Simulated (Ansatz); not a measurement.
Ansatz input

```yaml
crystal:
  lattice:
    - [0.0, 3.6381339345, 3.6381339345]
    - [3.6381339345, 0.0, 3.6381339345]
    - [3.6381339345, 3.6381339345, 0.0]
  atoms:
    - { symbol: Te, position: [0.125, 0.125, 0.125] }
    - { symbol: Te, position: [0.875, 0.875, 0.875] }
hamiltonian:
  xc: rpbe
  pseudopotentials:
    kind: paw
    azcp:
      Te: "pseudopotentials/Te.paw.azcp"
basis:
  ecutwfc: 420
  fft_grid_basis: typed
kpoints:
  mp_grid: { grid: [9, 9, 9], shift: [0, 0, 0] }
magnetization:
  spin_polarized: false
scf:
  occupations: { method: fermi_dirac, width: 0.1 }
  lower_state_search: "off"
output:
  stress: true
```

Terminal output

```
Engine: ansatz 0.2.0, x86_64-unknown-linux-gnu
Pseudopotentials: kind: paw
Pseudopotential: Te, paw, valence charge 16, recommended cutoff 420 eV (normal) 
Functional definition: RPBE
  parameter kappa = 0.804
  parameter beta = 0.06672455060314922
  exchange = rpbe_x(kappa = kappa, mu = beta*pi^2/3)
  correlation = pbe_c(beta = beta)
Crystal: 2 atoms, lattice volume = 96.309 Å³
Basis set: ecut = 420 eV, 1893 PW (Γ)
Bands: 20, of which v1, the nominal top of the filled ones, is band 16 counted from 1 (15 counted from 0)
Symmetry: 48 space group operations
Space group: Fd-3m (ITA 227), of the structure as read, at distance tolerance 4.6e-5 Å
k-points: 35 of 729
Non-local potential: Te, projectors of the file, l = 0: 2, l = 1: 2, l = 2: 2, l = 3: 2
PAW form: soft (Blöchl's): semilocal exchange-correlation on the pseudo side does not see the compensation charge
PAW frozen core: Te, regenerated for the run's functional, and the local potential with it (the file was generated under x = pbe(κ = 0.804, μ = 0.2195149727645171), c = pbe(β = 0.06672455060314922))
PAW one-centre angular grid: Te, 590 points (default); XC on 64 Gauss nodes
Initial density: superposition of atomic densities (neutral atoms: chi_scale 0, normalization atom), corrected by the library's trained network
Initial wavefunctions: pseudopotential atomic-orbital guess
Functional: x = rpbe, c = pbe(β = 0.06672455060314922)
SCF iter   1: F=—  HF=-13976.951457 eV  |F-HF|=—  |Δ(HF+E_count)|=         —  Δρ=1.61e-3  dr2=1.84e-3  ethr=1.77e-3  ⟨swp⟩=6.4  Hψ=3547  notcnv=0
SCF iter   2: F=—  HF=-13976.953104 eV  |F-HF|=—  |Δ(HF+E_count)|=   1.65e-3  Δρ=8.99e-4  dr2=5.49e-4  ethr=5.74e-6  ⟨swp⟩=2.7  Hψ=1703  notcnv=0
SCF iter   3: F=—  HF=-13976.952673 eV  |F-HF|=—  |Δ(HF+E_count)|=   4.31e-4  Δρ=1.78e-4  dr2=6.30e-5  ethr=1.71e-6  ⟨swp⟩=2.0  Hψ=1272  notcnv=0
SCF iter   4: F=—  HF=-13976.952762 eV  |F-HF|=—  |Δ(HF+E_count)|=   8.90e-5  Δρ=5.99e-5  dr2=4.24e-6  ethr=1.97e-7  ⟨swp⟩=2.0  Hψ=930  notcnv=0
SCF iter   5: F=—  HF=-13976.952762 eV  |F-HF|=—  |Δ(HF+E_count)|=   1.27e-7  Δρ=1.18e-5  dr2=1.39e-7  ethr=1.33e-8  ⟨swp⟩=2.9  Hψ=1408  notcnv=0
SCF iter   6: F=-13976.952762 eV  HF=-13976.952762 eV  |F-HF|=1.80e-9  |Δ(HF+E_count)|=   1.35e-7  Δρ=2.06e-6  dr2=2.37e-9  ethr=3.13e-10  ⟨swp⟩=5.0  Hψ=2336  notcnv=0
SCF 1 converged in 6 iterations: F = -13976.952762 eV  dr2 = 2.37e-9
SCF converged after 6 iterations
Free energy (F): -13976.952762 eV
Harris-Foulkes:  -13976.952762 eV  (|F-HF|=1.80e-9)
Internal energy: -13976.883698 eV  (E = F + TS)
E sigma→0 (E₀):  -13976.918230 eV
Entropy (-TS):   -0.069064 eV (-34.532 meV/atom)
Fermi energy:    5.008344 eV
--- Per-component energies (eV) ---
  E_band       = -649.751034
  E_kinetic    = 357.402242
  E_local      = -3365.753415  (includes V_loc(G=0)·N_el)
  E_nonlocal   = -623.184154
  E_hartree    = 1971.540019
  E_xc         = -246.856415
  E_vxc        = -204.845315  (∫ρ·V_xc dr)
  E_paw        = -9340.889296  (= ΣΔE_a)
  E_vpaw       = -756.450261  (= ΣTr[D̂ρ^β])
  E_aug_tail   = -0.000336  (compensation charges beyond the density's cutoff)
  E_ewald      = -2729.064374
  E_core_change = -0.077969  (= ΣΔE_core)
  E_smearing   = -0.069064  (= −TS)
  E_closure    = -0.000000  (closes the sum)
  Σ components = -13976.952762   (vs F -13976.952762, Δ=0.00e0)
--- Stress (GPa, compression-positive) ---
        0.032425       0.000000       0.000000
        0.000000       0.032425       0.000000
       -0.000000      -0.000000       0.032425
  P = ⅓ Tr σ = 0.0324 GPa (0.324 kbar)
```
